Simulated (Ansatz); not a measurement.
# ZnO, space group P4_2/mnm: a projected density of states

Computed with Ansatz 0.2.0 through its Python package.

Contents of `zno.extxyz`:
```text
8
Lattice="5.51757007 0.0 0.0 0.0 5.51757007 0.0 0.0 0.0 3.25877877" Properties=species:S:1:pos:R:3 pbc="T T T"
Zn    1.00404790    1.00404790    1.62938939
Zn    4.51352217    4.51352217    1.62938939
Zn    3.76283293    1.75473714    0.00000000
Zn    1.75473714    3.76283293    0.00000000
O     4.50921886    1.00835121    1.62938939
O     1.00835121    4.50921886    1.62938939
O     3.76713625    3.76713625    0.00000000
O     1.75043382    1.75043382    0.00000000
```

Typed at the interpreter:
```pycon
>>> import warnings
>>> import ansatz as az
>>> import numpy as np
>>> MESH = (4, 4, 6)
>>> CUTOFF = 420
>>> FILLING = "fixed"
>>> FUNCTIONAL = "pbesol"
>>> N_EMPTY = 22
>>> warnings.simplefilter("ignore", az.DeckWarning)
>>> crystal = az.Crystal.from_extxyz("zno.extxyz")
>>> crystal.resolved().sites[-1]
Site(symbol='O', position=(0.31724722981180015, 0.31724722981180015, 0.0), moment=None, axis=None, held=None, saved=None)
>>> base = crystal.calculation()
>>> base = base.kpoints(*MESH)
>>> base = base.basis(CUTOFF).occupations(FILLING)
>>> base = base.functional(FUNCTIONAL)
>>> base = base.scf(extra_bands=N_EMPTY)
>>> base = base.density_of_states(projected=True, energy_step=0.05)
>>> res = base.run(threads=1, pin="off")
>>> data = res.report
>>> data["n_electrons"]
72.0
>>> data["n_kpoints"], data["n_symmetry_ops"], data["n_pw"]
(24, 16, 1967)
>>> sorted(key for key in data if key.endswith("_ev"))
['band_edges_ev', 'eigenvalues_ev', 'energy_sigma0_ev', 'entropy_ts_ev', 'fermi_energy_ev', 'free_energy_ev', 'gap_by_band_count_ev', 'harris_foulkes_ev', 'internal_energy_ev', 'lagrangian_ev', 'lagrangian_sigma0_ev', 'loop_eigenvalues_ev', 'loop_fermi_energy_ev', 'occupations_fermi_energy_ev', 'residual_norms_ev']
>>> dos = res.density_of_states()
>>> energy = np.asarray(dos.energies_ev) - dos.fermi_ev
>>> curves = {}
>>> for site in res.projected_density_of_states().sites:
...     for shell in site.shells:
...         weight = sum(np.sum(curve.g_bin_mean_per_ev, axis=0) for curve in shell.curves)
...         name = f"{site.species} {shell.label}"
...         curves[name] = curves.get(name, 0) + weight
...
>>> print("E-EF   " + " ".join(f"{name:>8s}" for name in curves))
E-EF      Zn 4S    Zn 3D     O 2S     O 2P
>>> for e in np.arange(-6, 6 + 0.1, 1.0):
...     print(f"{e:5.1f}  " + " ".join(f"{np.interp(e, energy, g):8.3f}" for g in curves.values()))
...
 -6.0     0.651    4.133    0.020    3.065
 -5.0     0.198    6.125    0.005    2.180
 -4.0     0.048    0.680    0.014    0.155
 -3.0     0.257    1.950    0.120    1.840
 -2.0     0.073    1.145    0.041    2.496
 -1.0     0.051    2.134    0.028    6.562
  0.0     0.000    0.001    0.000    0.001
  1.0     0.005    0.000    0.002    0.000
  2.0     0.107    0.003    0.037    0.044
  3.0     0.277    0.005    0.073    0.117
  4.0     0.612    0.005    0.119    0.224
  5.0     0.854    0.007    0.110    0.272
  6.0     0.997    0.009    0.084    0.298
```

Notes:
- Semilocal gaps usually lie well under measured ones.
- With fixed filling the reported Fermi level is the top filled level among the k-points of the SCF.
- The crystal has a gap of about 0.71 eV on the mesh; bins of finite width blur the band edges.
- The structure comes from a database of computed cells and needn't be a stable or known phase.
- Gaps and levels are Kohn-Sham values on a finite set of k-points.
- Curves are summed over the cell's atoms. Only shells that the potentials hold have channels, so projections don't add up to the total, least of all where a shell is missing (p of most metals); heights and places of peaks move with the mesh.
- The density of states is complete only as far up as bands were computed.
- It ran for 9.8 s on 1 thread of Arm Neoverse V2, with other jobs on the host, peak memory 0.45 GiB.
